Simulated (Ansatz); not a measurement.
**Compressing Ir: a fit and a missing row**

Ir, Fm-3m, a = 3.830 Å. Ansatz: PBEsol, PAW, 420 eV, Γ-centred 18×18×18 mesh on 1 atom, Gaussian smearing 0.10 eV; no spin polarisation. Symmetry fixes shape and atoms, so the cell is only scaled; pressure is positive in compression.

```tsv
V (Å³/atom)	P (GPa)
13.205	?
13.627	12.72
14.048	0.00
14.470	-10.61
14.891	-19.45
```

Take V0 = 14.048 Å³/atom, fit the third-order Birch–Murnaghan form to the other rows, and predict the missing pressure.

With the Eulerian strain f = ½[(V0/V)^(2/3) − 1] and y = P/[3f(1 + 2f)^(5/2)], the form is the line y = B0 + 1.5 B0 (B0′ − 4) f. Rows (f, y): 0.01025, 393.2; -0.00977, 380.3; -0.01905, 375.0. Means f = -0.006190, y = 382.83; Σ(Δf)² = 0.0004485, ΣΔfΔy = 0.2802; the slope is their ratio. y = 386.7 + 624.9 f GPa, so B0 = 386.7 GPa and B0′ = 4 + 2 × (624.9)/(3 × 386.7) = 5.08. At V = 13.205, f = 0.02106, y = 399.86 and P = 28.01 GPa. The run gave 27.95 GPa, so the fit is 0.06 GPa too high, a small miss on the scale of the series. The form still works here, 33 % of the fitted range beyond its end.

Spin–orbit coupling is left out, which can shift energies with elements as heavy as these.